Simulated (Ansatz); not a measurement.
Below is a relaxed structure of Ge. The cell was found from a structure generator's guess, not taken from experiment.

These are results of DFT PBE, scalar-relativistic, plane waves, PAW (Ansatz), not measurements. Cutoff 420 eV, Γ-centred mesh, Gaussian smearing, no spin polarisation.

```
Ge
1.0
     4.06756    0.00000    0.00000
    -2.03378    3.52261    0.00000
     0.00000    0.00000   19.99131
Ge
12
Direct
  0.00000 0.00000 0.18714
  0.00000 0.00000 0.68714
  0.00000 0.00000 0.31286
  0.00000 0.00000 0.81286
  0.33333 0.66667 0.52081
  0.66667 0.33333 0.02081
  0.33333 0.66667 0.97919
  0.66667 0.33333 0.47919
  0.33333 0.66667 0.64533
  0.66667 0.33333 0.14533
  0.33333 0.66667 0.85467
  0.66667 0.33333 0.35467
```

Energies count from the standard state of Ge at the same level.

Task: Find its symmetry and describe it.

Result: P6_3/mmc (No. 194). Conventional cell: a = 4.068 Å, c = 19.991 Å. Around Ge on its first site lie 4 Ge at 2.49–2.51 Å; Ge on its second site has 4 Ge at 2.49 Å; around Ge on its third site lie 4 Ge at 2.49 Å.

Task: How far does it lie from the standard state of Ge?

Result: +0.003 eV/atom. It is level with the standard state within the noise.

Task: Is it a metal?

Result: No, the gap on the 12×12×2 mesh is 0.06 eV.

The last run used a 12×12×2 mesh (in the run's order of axes) for its 12-atom cell and Gaussian smearing of 0.01 eV. Small gaps are read on the mesh alone, and bands can cross between its points. A later test with randomly moved atoms came back to the same energy, though modes that don't fit the test's cell weren't probed.
